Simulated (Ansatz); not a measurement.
# HfB₂: what symmetry allows forces and stress to be

```
CELL_PARAMETERS angstrom
3.35148 0.00000 0.00000
-1.67574 2.90247 0.00000
0.00000 0.00000 3.40118
ATOMIC_POSITIONS crystal
Hf 0.00000 0.00000 0.98781
B 0.33333 0.66667 0.50610
B 0.66667 0.33333 0.50610
```

Computed with DFT PBE, scalar-relativistic, plane waves, PAW in Ansatz 0.2.0.

Settings: cutoff 420 eV, Γ-centred mesh 12×12×12 on the computed 3-atom cell, Gaussian smearing of 0.10 eV; no spin polarisation.

This distorted cell has space group P6mm, with 12 operations.

Q: Without a calculation: in which directions can each atom feel a force?

A: A force must be left unchanged by every operation that keeps its atom in place, so it lies in the space that those operations leave fixed. Atoms that the group maps onto each other feel forces of one size.
```csv
atom,site symmetry,operations at the site,equivalent to atom,allowed force (Cartesian)
Hf1,6mm,12,1,"along (0.00, 0.00, 1.00)"
B2,3m.,6,2,"along (0.00, 0.00, 1.00)"
B3,3m.,6,2,"along (0.00, 0.00, 1.00)"
```

That leaves 2 independent force components of 9, tied by 1 condition that the forces sum to zero, so 1 remains. A relaxation in this cell that keeps the symmetry moves the atoms in these directions alone.

Q: And the stress tensor?

A: It must be invariant under the point group, which leaves 2 independent components: yz, xz, xy vanish; xx = yy.

Q: Do the computed values obey this?

A: Yes. Forces (eV/Å):
```
Hf1  0.000  0.000  0.753
B2   0.000  0.000 -0.376
B3   0.000  0.000 -0.376
```

Stress (GPa, compression positive, xx yy zz yz xz xy): -30.48 -30.48 -3.35 0.00 0.00 0.00. The program imposes the same operations on density, forces and stress, so this confirms the analysis and is no independent test of the calculation.

Spin–orbit coupling is left out, which can shift energies with elements as heavy as these.